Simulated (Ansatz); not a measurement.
The system is Tc.

```
CELL_PARAMETERS angstrom
2.74000 0.00000 0.00000
-1.37000 2.37291 0.00000
0.00000 0.00000 4.39800
ATOMIC_POSITIONS crystal
Tc 0.66667 0.33333 0.75000
Tc 0.33333 0.66667 0.25000
```

```yaml
Program: Ansatz 0.2.0
Task: single point
Functional: PBEsol
Potentials_or_basis: all-electron LAPW, scalar-relativistic
Cutoff: 261 eV (chosen from the basis error)
Basis_error_allowed: 0.001 eV/atom
k_mesh: 11 × 11 × 6
Occupations: fermi-dirac, width 0.05 eV
Spin: no spin polarisation
```

On this cell: pressure -6.6 GPa; largest force under 0.003 eV/Å; band gap on the k mesh none (metal or under the smearing width).

The same run follows on a disturbed copy (atoms moved at random, drawn with an rms of 0.05 Å):

```xyz
2
Lattice="2.7400 0.0000 0.0000 -1.3700 2.3729 0.0000 0.0000 0.0000 4.3980" Properties=species:S:1:pos:R:3 pbc="T T T"
Tc    1.3286    0.7833    3.2768
Tc    0.0228    1.5797    1.1502
```

**Question.** What changes?

**Answer.** The energy (extrapolated to zero smearing) moves by +4.1 meV/atom; pressure -5.8 GPa; largest force 0.224 eV/Å; band gap on the k mesh none (metal or under the smearing width).

Forces on the atoms (eV/Å):
```
Tc   0.188  0.011  0.122
Tc  -0.188 -0.011 -0.122
```

Stress tensor (GPa, compression positive):
```
-6.01 -1.09  1.05
-1.09 -5.52  0.09
 1.05  0.09 -5.89
```
